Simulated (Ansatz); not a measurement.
Start of a relaxation of Cl:

```
Cl
1.0
     2.85235   -3.46975    0.00000
     2.85235    3.46975    0.00000
     0.00000    0.00000    5.37001
Cl
4
Direct
  0.62833 0.37167 0.00140
  0.37167 0.62833 0.50140
  0.62833 0.37167 0.49860
  0.37167 0.62833 0.99860
```

All numbers below come from DFT PBE, scalar-relativistic, plane waves, PAW (Ansatz 0.2.0). Cutoff 420 eV, Gaussian smearing, Γ-centred meshes. Cell and atoms relax first on a coarse mesh and then on a converged one. In between, the cell is made exact in the group found at 0.06 Å. The steps can't lower the symmetry of their start. No spin polarisation.

A guess keeps its type if space group and coordination stay and the shape of the cell changes little (axis ratios within about 15 %, angles within 6°); the volume may change.

Question: Will the relaxed cell still be of the starting type?

Answer: It doesn't keep its type. The symmetry goes from Cmcm (No. 63) to Cmmm (No. 65), and the primitive cell from 4 to 2 atoms. The volume per atom grows by 65.0 %, from 26.6 to 43.8 Å³. The shortest distance goes from 1.78 Å (Cl–Cl) to 2.01 Å (Cl–Cl). Counting neighbours within 15 % of an atom's shortest distance, the start has Cl 1 and the end Cl 1. In detail, at the end Cl is surrounded by 1 Cl at 2.01 Å.

```cif
data_structure
_symmetry_space_group_name_H-M 'Cmmm'
_symmetry_Int_Tables_number 65
_cell_length_a 4.3803
_cell_length_b 9.2387
_cell_length_c 4.3336
_cell_angle_alpha 90.000
_cell_angle_beta 90.000
_cell_angle_gamma 90.000
_cell_volume 175.37
loop_
_atom_site_label
_atom_site_type_symbol
_atom_site_symmetry_multiplicity
_atom_site_Wyckoff_symbol
_atom_site_fract_x
_atom_site_fract_y
_atom_site_fract_z
_atom_site_occupancy
Cl1 Cl 4 i 0.00000 0.39104 0.00000 1
```

The last run used an 8×8×6 mesh (in the run's order of axes) for its 2-atom cell and Gaussian smearing of 0.02 eV. No dispersion correction is applied, so the spacing and binding between layers, chains or molecules are poorly described. A later test with randomly moved atoms ended 1 meV/atom lower on a coarse mesh, in P-1 at a loose tolerance, which is no clear verdict on its stability.
